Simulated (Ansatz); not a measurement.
**Sn: how the energy converges with the cutoff**

Sn, P-1, a = 3.748 Å, b = 3.715 Å, c = 3.756 Å, α, β, γ = 128.7°, 129.3°, 76.1°. Ansatz: PBEsol, PAW, cutoff varied, Γ-centred 10×10×12 mesh on 1 atom, Gaussian smearing 0.10 eV; no spin polarisation. Single points at one geometry with displaced atoms, the cutoff alone changed; ΔE is the energy at zero smearing over the run at 600 eV. The runs up to 350 eV lie under the cutoff recommended for these PAW datasets.

| cutoff (eV) | ΔE (meV/atom) |
| --- | --- |
| 200 | 4959.87 |
| 250 | 500.72 |
| 300 | 34.07 |
| 350 | 2.53 |
| 420 | ? |

Problem. Assume ΔE falls exponentially with the cutoff, fit y = ln ΔE against x, the cutoff in eV, to the other rows, and predict the missing value.

Solution. y = 8.509, 6.216, 3.528, 0.928. Means x = 275.0, y = 4.7953; Σ(Δx)² = 12500, ΣΔxΔy = -635.8; the slope is their ratio. y = 18.78 − 0.05086 x, a factor of ten per 45 eV. At 420 eV this gives ΔE = 0.08 meV/atom. The run gave 0.82, a ratio of 0.10. Between neighbouring rows the decay runs from a factor of ten per 43 eV to one per 143 eV, so one exponential is only a rough guide. The fast fall gives way to a slow tail, so a fit to low cutoffs promises convergence too early.

This form isn't the element's structure at ambient conditions.

Cost: 6 runs of about 0.99 core-minutes in all, on Intel Xeon Platinum 8259CL (Skylake/Cascade Lake) (shared hosts).